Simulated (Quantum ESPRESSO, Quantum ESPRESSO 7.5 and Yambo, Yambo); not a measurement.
## Quasiparticle gap of NaCl (Fm-3m) in Yambo

How does a plane-wave GW calculation on NaCl (Fm-3m) run from the first input to the gap?

Method: PBE and many-body steps on it, plane waves, in Quantum ESPRESSO 7.5 and Yambo 5.3.0.

The database entry behind the starting cell differs from later determinations by our own check (an axis about 0.4 % short against later determinations), so it need not match the best structure at ambient conditions.

### Step 1. Set-up

It takes space group Fm-3m (No. 225, cubic). The conventional cell has a = 5.620 Å, b = 5.620 Å, c = 5.620 Å, α = 90.00°, β = 90.00°, γ = 90.00°. Nearest to Na lie 6 Cl at 2.81 Å. Nearest to Cl lie 6 Na at 2.81 Å. Farther neighbours and most contacts between anions are not listed.

The cell and positions come from the Crystallography Open Database and are kept as given unless a step says otherwise.

### Step 2. Ground state

This step: Quantum ESPRESSO 7.5; DFT, PBE, plane waves, norm-conserving pseudopotentials.

The ground-state density comes first.

pw.in reads:

```
&control
  calculation = 'scf'
  prefix = 'x'
  outdir = 'o'
  pseudo_dir = 'pseudo'
/
&system
  ibrav = 0
  nat = 2
  ntyp = 2
  ecutwfc = 76.0
  nbnd = 13
  force_symmorphic = .true.
/
&electrons
  conv_thr = 1e-10
  electron_maxstep = 80
  mixing_beta = 0.5
/
ATOMIC_SPECIES
  Na 22.99 Na.upf
  Cl 35.45 Cl.upf
CELL_PARAMETERS angstrom
  0.0000000000 2.8100000000 2.8100000000
  2.8100000000 0.0000000000 2.8100000000
  2.8100000000 2.8100000000 0.0000000000
ATOMIC_POSITIONS crystal
  Na 0.0000000000 0.0000000000 0.0000000000
  Cl 0.5000000000 0.5000000000 0.5000000000
K_POINTS automatic
  6 6 6 0 0 0
```

Started as:

```bash
> OMP_NUM_THREADS=1 mpirun -n 4 pw.x -nk 4 -in pw.in > pw.out
```

The program printed:

```text
Program PWSCF v.7.5 starts

     This program is part of the open-source Quantum ESPRESSO suite
     for quantum simulation of materials; please cite
         "P. Giannozzi et al., J. Phys.:Condens. Matter 21 395502 (2009);
         "P. Giannozzi et al., J. Phys.:Condens. Matter 29 465901 (2017);
         "P. Giannozzi et al., J. Chem. Phys. 152 154105 (2020);
     in publications or presentations arising from this work. More details at
     Message from routine setup:
     using ibrav=0 with symmetry is DISCOURAGED, use correct ibrav instead

     G-vector sticks info

     bravais-lattice index     =            0
     lattice parameter (alat)  =       7.5097  a.u.
     unit-cell volume          =     299.4646 (a.u.)^3
     number of atoms/cell      =            2
     number of atomic types    =            2
     number of electrons       =        16.00
     number of Kohn-Sham states=           13
     kinetic-energy cutoff     =      76.0000  Ry
     charge density cutoff     =     304.0000  Ry
     scf convergence threshold =      1.0E-10
     mixing beta               =       0.5000
     number of iterations used =            8  plain     mixing
     Exchange-correlation= PBE
                           (   1   4   3   4   0   0   0)

     celldm(1)=   7.509658  celldm(2)=   0.000000  celldm(3)=   0.000000
     celldm(4)=   0.000000  celldm(5)=   0.000000  celldm(6)=   0.000000

     crystal axes: (cart. coord. in units of alat)
               a(1) = (   0.000000   0.707107   0.707107 )
               a(2) = (   0.707107   0.000000   0.707107 )
               a(3) = (   0.707107   0.707107   0.000000 )

     reciprocal axes: (cart. coord. in units 2 pi/alat)
               b(1) = ( -0.707107  0.707107  0.707107 )
               b(2) = (  0.707107 -0.707107  0.707107 )
               b(3) = (  0.707107  0.707107 -0.707107 )
     Pseudo is Norm-conserving, Zval =  9.0
     Generated using ONCVPSP code by D. R. Hamann
     Using radial grid of 1992 points,  4 beta functions with:
     Pseudo is Norm-conserving + core correction, Zval =  7.0
     Generated using ONCVPSP code by D. R. Hamann
     Using radial grid of 1028 points,  6 beta functions with:
     Na                9.00    22.99000     Na( 1.00)
     Cl                7.00    35.45000     Cl( 1.00)

     48 Sym. Ops., with inversion, found

   Cartesian axes

     site n.     atom                  positions (alat units)
         1        Na     tau(   1) = (   0.0000000   0.0000000   0.0000000  )
         2        Cl     tau(   2) = (   0.7071068   0.7071068   0.7071068  )

     number of k points=    16
                       cart. coord. in units 2pi/alat
        k(    1) = (   0.0000000   0.0000000   0.0000000), wk =   0.0092593
        k(    2) = (   0.1178511   0.1178511  -0.1178511), wk =   0.0740741
        k(    3) = (   0.2357023   0.2357023  -0.2357023), wk =   0.0740741
        k(    4) = (  -0.3535534  -0.3535534   0.3535534), wk =   0.0370370
        k(    5) = (   0.2357023   0.0000000  -0.0000000), wk =   0.0555556
        k(    6) = (   0.3535534   0.1178511  -0.1178511), wk =   0.2222222
        k(    7) = (  -0.2357023  -0.4714045   0.4714045), wk =   0.2222222
        k(    8) = (  -0.1178511  -0.3535534   0.3535534), wk =   0.2222222
        k(    9) = (   0.0000000  -0.2357023   0.2357023), wk =   0.1111111
        k(   10) = (   0.4714045   0.0000000  -0.0000000), wk =   0.0555556
     [... 4 further rows ...]
        k(   15) = (  -0.1178511  -0.3535534   0.5892557), wk =   0.2222222
        k(   16) = (  -0.7071068   0.2357023   0.0000000), wk =   0.1111111

     Dense  grid:    26813 G-vectors     FFT dimensions: (  45,  45,  45)

     Initial potential from superposition of free atoms

     starting charge      15.9937, renormalised to      16.0000
     Starting wfcs are    9 randomized atomic wfcs +    4 random wfcs

     per-process dynamical memory:    23.3 Mb

     Self-consistent Calculation

     iteration #  1     ecut=    76.00 Ry     beta= 0.50

     Threshold (ethr) on eigenvalues was too large:
     Diagonalizing with lowered threshold

     total energy              =    -124.48249237 Ry
     estimated scf accuracy    <       0.04907676 Ry

     iteration #  2     ecut=    76.00 Ry     beta= 0.50

     total energy              =    -124.49193164 Ry
     estimated scf accuracy    <       0.00227950 Ry

     iteration #  3     ecut=    76.00 Ry     beta= 0.50

     total energy              =    -124.49224266 Ry
     estimated scf accuracy    <       0.00055898 Ry

     iteration #  4     ecut=    76.00 Ry     beta= 0.50

     total energy              =    -124.49229384 Ry
     estimated scf accuracy    <       0.00000574 Ry

     iteration #  5     ecut=    76.00 Ry     beta= 0.50

     total energy              =    -124.49229662 Ry
     estimated scf accuracy    <       0.00000061 Ry

     iteration #  6     ecut=    76.00 Ry     beta= 0.50

     total energy              =    -124.49229691 Ry
     estimated scf accuracy    <       0.00000007 Ry

     iteration #  7     ecut=    76.00 Ry     beta= 0.50

     total energy              =    -124.49229693 Ry
     estimated scf accuracy    <          2.1E-09 Ry

     iteration #  8     ecut=    76.00 Ry     beta= 0.50

     End of self-consistent calculation

          k = 0.0000 0.0000 0.0000 (  3383 PWs)   bands (ev):

   -47.7638 -19.6862 -19.6862 -19.6862 -11.5392   1.1413   1.1413   1.1413
     6.2911  12.2033  12.2033  12.2033  14.2947

          k = 0.1179 0.1179-0.1179 (  3353 PWs)   bands (ev):

   -47.7636 -19.6937 -19.6866 -19.6866 -11.4569   0.5325   1.0713   1.0713
     7.1095  11.4436  12.4827  12.4828  14.0004

          k = 0.2357 0.2357-0.2357 (  3356 PWs)   bands (ev):

   -47.7632 -19.7090 -19.6878 -19.6878 -11.2849  -0.4108   0.9377   0.9377
     8.2193  11.2585  12.2909  12.2910  15.0778

          k =-0.3536-0.3536 0.3536 (  3354 PWs)   bands (ev):

     [... further k-points ...]

     highest occupied, lowest unoccupied level (ev):     1.1413    6.2911

!    total energy              =    -124.49229693 Ry
     estimated scf accuracy    <          2.5E-11 Ry

     The total energy is the sum of the following terms:
     one-electron contribution =     -73.86213402 Ry
     hartree contribution      =      41.26218262 Ry
     xc contribution           =     -22.84146010 Ry
     ewald contribution        =     -69.05088543 Ry

     convergence has been achieved in   8 iterations

     XML data file, charge density, pseudopotentials, collected wavefunctions

=------------------------------------------------------------------------------=
   JOB DONE.
=------------------------------------------------------------------------------=
```

Elapsed: 4.3 s, on 4 MPI ranks of Arm Neoverse V1, shared host; peak memory 0.24 GiB.

Numbers from this step:

| Quantity | Value |
| --- | --- |
| total energy | -1693.8040 eV |
| gap | 5.150 eV |
| k of the valence top | 0, 0, 0 |
| k of the conduction bottom | 0, 0, 0 |
| least direct gap | 5.150 eV |

The gap is direct, at Γ.

### Step 3. Bands along the symmetry lines

The cheap functional maps the bands first; the places of the edges decide which points the dearer methods must see.

pw.in reads:

```
&control
  calculation = 'bands'
  prefix = 'x'
  outdir = 'o'
  pseudo_dir = 'pseudo'
/
&system
  ibrav = 0
  nat = 2
  ntyp = 2
  ecutwfc = 76.0
  nbnd = 14
  force_symmorphic = .true.
/
&electrons
  conv_thr = 1e-9
  electron_maxstep = 80
  diago_full_acc = .true.
  diago_thr_init = 5e-6
/
ATOMIC_SPECIES
  Na 22.99 Na.upf
  Cl 35.45 Cl.upf
CELL_PARAMETERS angstrom
  0.0000000000 2.8100000000 2.8100000000
  2.8100000000 0.0000000000 2.8100000000
  2.8100000000 2.8100000000 0.0000000000
ATOMIC_POSITIONS crystal
  Na 0.0000000000 0.0000000000 0.0000000000
  Cl 0.5000000000 0.5000000000 0.5000000000
K_POINTS crystal
  50
  0.00000000 0.00000000 0.00000000 1
  0.06250000 0.00000000 0.06250000 1
  0.12500000 0.00000000 0.12500000 1
  0.18750000 0.00000000 0.18750000 1
  0.25000000 0.00000000 0.25000000 1
  0.31250000 0.00000000 0.31250000 1
  0.37500000 0.00000000 0.37500000 1
  0.43750000 0.00000000 0.43750000 1
  0.50000000 0.00000000 0.50000000 1
  0.51562500 0.03125000 0.51562500 1
  0.53125000 0.06250000 0.53125000 1
  0.54687500 0.09375000 0.54687500 1
  0.56250000 0.12500000 0.56250000 1
  0.57812500 0.15625000 0.57812500 1
  0.59375000 0.18750000 0.59375000 1
  0.60937500 0.21875000 0.60937500 1
  0.62500000 0.25000000 0.62500000 1
  0.37500000 0.37500000 0.75000000 1
  0.32812500 0.32812500 0.65625000 1
  0.28125000 0.28125000 0.56250000 1
  0.23437500 0.23437500 0.46875000 1
  0.18750000 0.18750000 0.37500000 1
  0.14062500 0.14062500 0.28125000 1
  0.09375000 0.09375000 0.18750000 1
  0.04687500 0.04687500 0.09375000 1
  0.00000000 0.00000000 0.00000000 1
  0.06250000 0.06250000 0.06250000 1
  0.12500000 0.12500000 0.12500000 1
  0.18750000 0.18750000 0.18750000 1
  0.25000000 0.25000000 0.25000000 1
  0.31250000 0.31250000 0.31250000 1
  0.37500000 0.37500000 0.37500000 1
  0.43750000 0.43750000 0.43750000 1
  0.50000000 0.50000000 0.50000000 1
  0.50000000 0.46875000 0.53125000 1
  0.50000000 0.43750000 0.56250000 1
  0.50000000 0.40625000 0.59375000 1
  0.50000000 0.37500000 0.62500000 1
  0.50000000 0.34375000 0.65625000 1
  0.50000000 0.31250000 0.68750000 1
  0.50000000 0.28125000 0.71875000 1
  0.50000000 0.25000000 0.75000000 1
  0.50000000 0.21875000 0.71875000 1
  0.50000000 0.18750000 0.68750000 1
  0.50000000 0.15625000 0.65625000 1
  0.50000000 0.12500000 0.62500000 1
  0.50000000 0.09375000 0.59375000 1
  0.50000000 0.06250000 0.56250000 1
  0.50000000 0.03125000 0.53125000 1
  0.50000000 0.00000000 0.50000000 1
```

The program printed:

```text
[banner, memory and clock lines left out]
Program PWSCF v.7.5 starts

     Atomic positions and unit cell read from directory:
     o/x.save/

     Message from routine setup:
     using ibrav=0 with symmetry is DISCOURAGED, use correct ibrav instead

     G-vector sticks info

     bravais-lattice index     =            0
     lattice parameter (alat)  =       7.5097  a.u.
     unit-cell volume          =     299.4646 (a.u.)^3
     number of atoms/cell      =            2
     number of atomic types    =            2
     number of electrons       =        16.00
     number of Kohn-Sham states=           14
     kinetic-energy cutoff     =      76.0000  Ry
     charge density cutoff     =     304.0000  Ry
     Exchange-correlation= PBE
                           (   1   4   3   4   0   0   0)

     celldm(1)=   7.509658  celldm(2)=   0.000000  celldm(3)=   0.000000
     celldm(4)=   0.000000  celldm(5)=   0.000000  celldm(6)=   0.000000

     crystal axes: (cart. coord. in units of alat)
               a(1) = (   0.000000   0.707107   0.707107 )
               a(2) = (   0.707107   0.000000   0.707107 )
               a(3) = (   0.707107   0.707107   0.000000 )

     reciprocal axes: (cart. coord. in units 2 pi/alat)
               b(1) = ( -0.707107  0.707107  0.707107 )
               b(2) = (  0.707107 -0.707107  0.707107 )
               b(3) = (  0.707107  0.707107 -0.707107 )
     Pseudo is Norm-conserving, Zval =  9.0
     Generated using ONCVPSP code by D. R. Hamann
     Using radial grid of 1992 points,  4 beta functions with:
     Pseudo is Norm-conserving + core correction, Zval =  7.0
     Generated using ONCVPSP code by D. R. Hamann
     Using radial grid of 1028 points,  6 beta functions with:
     Na                9.00    22.99000     Na( 1.00)
     Cl                7.00    35.45000     Cl( 1.00)

     48 Sym. Ops., with inversion, found

   Cartesian axes

     site n.     atom                  positions (alat units)
         1        Na     tau(   1) = (   0.0000000   0.0000000   0.0000000  )
         2        Cl     tau(   2) = (   0.7071068   0.7071068   0.7071068  )

     number of k points=    50
                       cart. coord. in units 2pi/alat
        k(    1) = (   0.0000000   0.0000000   0.0000000), wk =   0.0400000
        k(    2) = (   0.0000000   0.0883883   0.0000000), wk =   0.0400000
        k(    3) = (   0.0000000   0.1767767   0.0000000), wk =   0.0400000
[...]
[... 38 further rows ...]
        k(   49) = (   0.0441942   0.7071068   0.0000000), wk =   0.0400000
        k(   50) = (   0.0000000   0.7071068   0.0000000), wk =   0.0400000

     Dense  grid:    26813 G-vectors     FFT dimensions: (  45,  45,  45)

     The potential is recalculated from file :
     o/x.save/charge-density

     Starting wfcs are    9 randomized atomic wfcs +    5 random wfcs

     Band Structure Calculation

     End of band structure calculation

          k = 0.0000 0.0000 0.0000 (  3383 PWs)   bands (ev):

   -47.7639 -19.6862 -19.6862 -19.6862 -11.5392   1.1413   1.1413   1.1413
     6.2911  12.2033  12.2033  12.2033  14.2948  14.2948

          k = 0.0000 0.0884 0.0000 (  3371 PWs)   bands (ev):

   -47.7638 -19.6873 -19.6865 -19.6865 -11.5227   1.0289   1.1152   1.1152
     6.4721  11.9526  12.2967  12.2967  14.0237  14.3474

          k = 0.0000 0.1768 0.0000 (  3371 PWs)   bands (ev):

   -47.7637 -19.6904 -19.6874 -19.6874 -11.4765   0.7455   1.0424   1.0424
     6.9546  11.3985  12.5685  12.5685  13.3748  14.5025

          k =-0.0000 0.2652 0.0000 (  3339 PWs)   bands (ev):

[...]
k = 0.0000 0.4419-0.0000 (  3355 PWs)   bands (ev):

[...]
k =-0.0000 0.5303 0.0000 (  3370 PWs)   bands (ev):

[...]
k = 0.0000 0.6187-0.0000 (  3334 PWs)   bands (ev):

[...]
k = 0.4640 0.4640-0.0000 (  3344 PWs)   bands (ev):

[...]
k = 0.3315 0.3315-0.0000 (  3360 PWs)   bands (ev):

[...]
k = 0.3094 0.7071-0.0000 (  3348 PWs)   bands (ev):

[...]
k = 0.2210 0.7071-0.0000 (  3344 PWs)   bands (ev):

[...]
k = 0.1768 0.7071-0.0000 (  3350 PWs)   bands (ev):

[...]
k = 0.0442 0.7071 0.0000 (  3338 PWs)   bands (ev):

   -47.7627 -19.7069 -19.6947 -19.6947 -11.1455  -0.5355   0.5229   0.5298
     8.7252   9.2264  12.5041  15.5716  16.0345  16.5503

          k = 0.0000 0.7071 0.0000 (  3338 PWs)   bands (ev):

   -47.7627 -19.7070 -19.6946 -19.6946 -11.1461  -0.5439   0.5360   0.5360
     8.6899   9.1941  12.5380  16.0206  16.0206  16.1877

     XML data file, pseudopotentials, collected wavefunctions
```

The job ended after 4.6 s (4 MPI ranks; peak memory 0.21 GiB).

This step gave:

```
gap                        : 5.150 eV
k of the valence top       : 0, 0, 0
k of the conduction bottom : 0, 0, 0
least direct gap           : 5.150 eV
```

The gap is 5.150 eV, as in the run before at this level.

Electronic bands along the path, in eV, zero at the top of the highest filled band; v1 is the highest filled band, c1 the lowest empty one:

```tsv
point	v4	v3	v2	v1	c1	c2	c3	c4
Γ	-12.68	0.00	0.00	0.00	5.15	11.06	11.06	11.06
halfway	-12.47	-1.08	-0.32	-0.32	7.13	9.10	10.83	12.41
X	-12.29	-1.69	-0.61	-0.61	7.55	8.05	11.40	14.88
halfway	-12.28	-1.62	-0.77	-0.58	7.79	8.33	11.15	13.72
U	-12.28	-1.43	-1.13	-0.50	8.24	9.04	10.59	12.74
jump to K	-12.28	-1.43	-1.13	-0.50	8.24	9.04	10.59	12.74
halfway	-12.45	-1.24	-0.47	-0.16	7.32	9.68	10.76	11.84
Γ	-12.68	0.00	0.00	0.00	5.15	11.06	11.06	11.06
halfway	-12.51	-1.11	-0.14	-0.14	6.62	10.01	11.34	11.34
L	-12.34	-1.95	-0.27	-0.27	7.28	10.72	10.92	10.92
halfway	-12.30	-1.67	-0.77	-0.42	8.34	9.55	10.28	11.69
W	-12.27	-1.20	-1.20	-0.76	8.85	9.71	9.71	11.37
halfway	-12.28	-1.55	-0.80	-0.69	8.07	8.54	10.89	12.75
X	-12.29	-1.69	-0.61	-0.61	7.55	8.05	11.40	14.88
```

The electronic bands as a text plot (rows in eV, shown from -8.0 to 11.1 only):

```
   10.8 |++   +++++    ++++     +    ++++++    +++++++       ++
   10.0 |  +++             ++++++++++      +++++    +++++++++
    9.2 |     ++         +++                          +++++++
    8.4 |       ++++++++++++++++                      +     +++++
    7.6 |       +++++++++       +              +++++++        +++
    6.8 |    +++                 ++         +++
    6.0 |  ++                      ++    +++
    5.2 |++                          ++++
    4.4 |
    3.6 |
    2.8 |
    2.0 |
    1.2 |
    0.4 |*                           ****
   -0.4 | ****************************  *************************
   -1.2 |     *****     ***********         ***        ********
   -2.0 |          *****                       ********        **
   -2.8 |
   -3.6 |
   -4.4 |
   -5.2 |
   -6.0 |
   -6.8 |
   -7.6 |
         Γ           X  U|K            Γ         L        W     X
```

(Part 1 of 3 ends here.)

[Paths, hosts, dates, memory and timing lines, banners, echoed tables and standing remarks are left out of the program output.]

[Logs are printed without paths, hosts, clocks, repeated set-up lines and the standing remarks that a program may print on its own settings, such as how far it seeks lower states.]

[Runs of the session that timed out or met a known fault of the program may be left out.]

[Hosts, paths, dates, database ids (printed as entryN), source tags and the programs' standing remarks are cut or masked in the printed files.]
